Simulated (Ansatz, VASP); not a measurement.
# One calculation of NaH, two programs

```
Na H
1.0
     0.00000    2.45616    2.45616
     2.45616    0.00000    2.45616
     2.45616    2.45616    0.00000
Na H
1 1
Direct
  0.00000 0.00000 0.00000
  0.50000 0.50000 0.50000
```

Change from the starting cell: volume scaled by 1.02.

Alike in both runs: task single point; functional PBE; k mesh 9 × 9 × 9; occupations fermi-dirac, width 0.05 eV; no spin polarisation.

```csv
,VASP,Ansatz
version,VASP 6.6.1,Ansatz 0.2.0
potentials or method,"VASP PAW PBE potentials, release 64 (Na_pv, H), cutoff 520 eV","all-electron LAPW, scalar-relativistic"
```

```csv
,VASP,Ansatz,Ansatz less VASP
gap on the k mesh at the Fermi level (eV),3.97,3.97,+0.002
least direct gap on the mesh (eV),4.66,4.66,+0.003
pressure (GPa),-1.1,-1.0,+0.05
```

Ansatz ran all-electron here, so the differences hold the error of VASP's frozen core and of both bases.

Caveats: an odd mesh through Γ misses points on the zone boundary, where band edges often lie.
